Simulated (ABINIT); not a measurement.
# AlN: single point with LDA

AlN:

```
Al N
1.0
     0.00000    2.18399    2.18399
     2.18399    0.00000    2.18399
     2.18399    2.18399    0.00000
Al N
1 1
Direct
  0.00000 0.00000 0.00000
  0.25000 0.25000 0.25000
```

Measurements of this composition are mostly on another form, of space group No. 186.

```json
{"Program": "ABINIT 10.8.3 (patched build)", "Task": "single point", "Functional": "LDA", "Potentials or basis": "PseudoDojo NC SR LDA v0.4.1 standard", "Cutoff": "980 eV", "k mesh": "8 × 8 × 8", "Occupations": "fermi-dirac, width 0.05 eV", "Spin": "no spin polarisation"}
```

* Pressure: -5.3 GPa
* Band gap on the k mesh: 3.26 eV, indirect (least direct gap 4.24 eV)
* Valence electrons inside the program's atomic spheres: Al 1.13; N 5.35

Levels at points of the mesh, in eV from the valence-band top:
| k point | band 2 | band 3 | band 4 | band 5 | band 6 | band 7 |
| --- | --- | --- | --- | --- | --- | --- |
| (0.00, 0.00, 0.00) | 0.00 | 0.00 | 0.00 | 4.24 | 12.36 | 12.36 |
| (0.50, 0.00, 0.00) | -5.91 | -0.49 | -0.49 | 7.28 | 9.77 | 11.01 |
| (0.50, 0.50, 0.00) | -4.95 | -1.80 | -1.80 | 3.26 | 8.44 | 13.72 |

Wall time 10 s on 1 thread of Arm Neoverse V1, on a shared host, peak memory 0.06 GiB.

A k mesh can miss the band edges. A hybrid or GW would open this gap; LDA tends to underestimate it.
